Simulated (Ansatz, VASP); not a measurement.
## Ti in VASP and in Ansatz

```
Ti
1.0
     2.88646    0.00000    0.00000
    -1.44323    2.49975    0.00000
     0.00000    0.00000    4.57408
Ti
2
Direct
  0.33333 0.66667 0.25000
  0.66667 0.33333 0.75000
```

Alike in both runs: functional PBE; dispersion D3(BJ); k mesh 18 × 18 × 10; occupations gaussian, width 0.1 eV; no spin polarisation.

Ansatz relaxed the structure, and its values are those at the end. VASP's run is a single point on that final structure, the one shown.

```csv
,VASP,Ansatz
version,VASP 6.6.1,Ansatz 0.2.0
potentials or method,"VASP PAW PBE potentials, release 64 (Ti_sv)","scalar-relativistic, plane waves, PAW"
plane-wave cutoff (eV),520,420
valence electrons in the cell,24,24
```

Ansatz gave:

| Quantity | Value |
| --- | --- |
| gap on the k mesh at the Fermi level (eV) | none |
| pressure (GPa) | 0.0 |

Problem. Estimate VASP's values.

Solution. gap on the k mesh at the Fermi level (eV): none; pressure (GPa): -0.7.

A gap of «none» marks a metal or a gap that the smearing closes.

Caveats: pairwise dispersion overbinds metals, which lowers pressure and volume.
